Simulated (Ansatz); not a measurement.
**Pb under changes of volume**

One of the cells (29.314 Å³/atom); the others are scaled copies at fixed shape and fractional positions:

```
CELL_PARAMETERS angstrom
3.48000 0.00000 0.00000
-1.74000 3.01377 0.00000
0.00000 0.00000 5.59000
ATOMIC_POSITIONS crystal
Pb 0.66667 0.33333 0.75000
Pb 0.33333 0.66667 0.25000
```

This isn't the form of Pb at room conditions, which is fcc.

| Item | Value |
| --- | --- |
| Program | Ansatz 0.2.0 |
| Functional | PBEsol |
| Potentials or basis | all-electron LAPW, scalar-relativistic |
| Cutoff | 174 eV (chosen from the basis error) |
| Basis error allowed | 0.0005 eV/atom |
| k mesh | 9 × 9 × 5 |
| Occupations | fermi-dirac, width 0.05 eV |
| Spin | no spin polarisation |

```tsv
volume (Å³/atom)	energy over the lowest point (meV/atom)	pressure (GPa)
27.555	?	?
28.141	17.33	3.4
28.727	7.47	2.1
29.314	1.88	1.1
29.900	0.00	0.1
30.486	1.34	-0.7
31.073	5.49	-1.5
```

Task: What does the run at 27.555 Å³/atom give?

Result: Energy over the lowest point 32.05 meV/atom; pressure 4.7 GPa.

Worked out: A Birch-Murnaghan fit of order 3 (a polynomial in V^(-2/3)) to the other rows has its minimum at 29.93 Å³/atom with B0 = V·E''(V) = 45 GPa and B' = 6.2 at fixed shape and positions, which overstates the stiffness. It gives 32.08 meV/atom at 27.555 Å³/atom, against the run's 32.05, and -dE/dV = 4.8 GPa, against 4.7.

Energies are extrapolated to zero smearing.
